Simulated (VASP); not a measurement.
Wanted: the native input for a VASP 6.6.1 run.

```yaml
Task: relaxation of cell and atoms
Functional: PBEsol
Potentials_or_basis: VASP PAW PBE potentials, release 64 (Hf_pv, O)
Cutoff: 600 eV
k_mesh: 8 × 8 × 8
Occupations: gaussian, width 0.02 eV
Spin: no spin polarisation
Further_INCAR_settings: ALGO = Fast; EDIFF = 1e-07; IBRION = 2; EDIFFG = -0.005; NSW = 90; ISIF = 3
```

The structure of HfO2 lies in POSCAR:

```
HfO2
1.0
    0.0000000000      2.5160796100      2.5160796100
    2.5160796100      0.0000000000      2.5160796100
    2.5160796100      2.5160796100      0.0000000000
Hf O
1 2
Direct
    0.0000000000      0.0000000000      0.0000000000
    0.7500000000      0.7500000000      0.7500000000
    0.2500000000      0.2500000000      0.2500000000
```

Measurements of this composition are mostly on another form, of space group No. 14.

These files were run (other wordings do the same):

INCAR

```
SYSTEM = HfO2
PREC = Accurate
ENCUT = 600
EDIFF = 1E-7
ISMEAR = 0
SIGMA = 0.02
LREAL = .False.
LASPH = .True.
NELM = 60
ALGO = Fast
ISIF = 3
LWAVE = .False.
LCHARG = .False.
GGA = PS
IBRION = 2
NSW = 90
EDIFFG = -0.005
```

KPOINTS

```
regular mesh
0
Gamma
  8 8 8
  0 0 0
```

Potentials or basis: VASP PAW PBE potentials, release 64 (Hf_pv, O).

Run with:

```bash
$ cat potpaw_PBE.64/Hf_pv/POTCAR potpaw_PBE.64/O/POTCAR > POTCAR
$ mpirun -np 1 vasp_std > vasp.out
```

Results of the run:

```json
{
  "Relaxed volume": "10.53 Å³/atom",
  "Relaxed cell": "a = 3.549 Å, b = 3.549 Å, c = 3.549 Å, α = 60.00°, β = 60.00°, γ = 60.00°",
  "Space group after relaxing (to 0.05 Å)": "Fm-3m (No. 225)",
  "Energy gained by relaxing": "0.6 meV/atom",
  "Ionic steps": "3",
  "Pressure after relaxing": "0.0 GPa",
  "Band gap on the k mesh": "3.75 eV, direct"
}
```

Caveat: the PAW data sets were made with another functional, which shifts forces and pressure a little; spin-orbit coupling is left out, which moves the levels of the heavy elements.

Run time: 33 s on 1 thread of Intel(R) Xeon(R) 6975P-C (Granite Rapids), on a shared host, peak memory 0.17 GiB.
